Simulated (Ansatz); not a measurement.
Crystal: Ge.

```xyz
2
Lattice="1.4881 -2.5947 0.0000 1.4881 2.5947 0.0000 0.0000 0.0000 4.7276" Properties=species:S:1:pos:R:3 pbc="T T T"
Ge    1.4881    0.8643    1.1819
Ge    1.4881   -0.8643    3.5457
```

This isn't the form of Ge at room conditions, which is diamond.

Base run:

| Item | Value |
| --- | --- |
| Program | Ansatz 0.2.0 |
| Functional | LDA |
| Potentials or basis | Ansatz PAW |
| Cutoff | 420 eV (not typed: the program's choice for these potentials) |
| k mesh | 10 × 10 × 6 |
| Occupations | gaussian, width 0.1 eV |
| Spin | no spin polarisation |

Its results: band gap on the k mesh none (metal or under the smearing width); pressure -1.2 GPa.

Problem. The run is repeated on the same cell with these changes: functional from LDA to PBEsol; occupations from gaussian, width 0.1 eV to gaussian, width 0.02 eV. What comes out?

Solution. Band gap on the k mesh none (metal or under the smearing width); pressure 0.5 GPa.

Caveats: the PAW data sets come from PBE, with cores solved anew for the run's functional, which leaves a small shift of forces and pressure.
